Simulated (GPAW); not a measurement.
Ca:

```
Ca
1.0
     0.00000    2.79420    2.79420
     2.79420    0.00000    2.79420
     2.79420    2.79420    0.00000
Ca
1
Direct
  0.00000 0.00000 0.00000
```

- Program: GPAW 26.7.0
- Task: single point
- Functional: PBE
- Potentials or basis: GPAW PAW data sets (gpaw-data 1.2.1)
- Cutoff: 600 eV
- Basis: pw
- k mesh: 8 × 8 × 8
- Occupations: fermi-dirac, width 0.05 eV
- Spin: no spin polarisation

On this cell: pressure -0.5 GPa; band gap on the k mesh none (metal or under the smearing width).

The same run follows on a disturbed copy (cell strained at random at fixed volume):

```xyz
1
Lattice="0.0226 2.8096 2.7448 2.7525 0.0396 2.7278 2.8498 2.8899 -0.0577" Properties=species:S:1:pos:R:3 pbc="T T T"
Ca    0.0059   -0.0050    0.0069
```

Question: What does the disturbed cell give?

Answer: The energy (extrapolated to zero smearing) moves by +4.9 meV/atom; pressure -0.5 GPa; band gap on the k mesh none (metal or under the smearing width).

Stress tensor (GPa, compression positive):
```
-0.48 -0.62  0.41
-0.62 -0.58  0.26
 0.41  0.26 -0.44
```
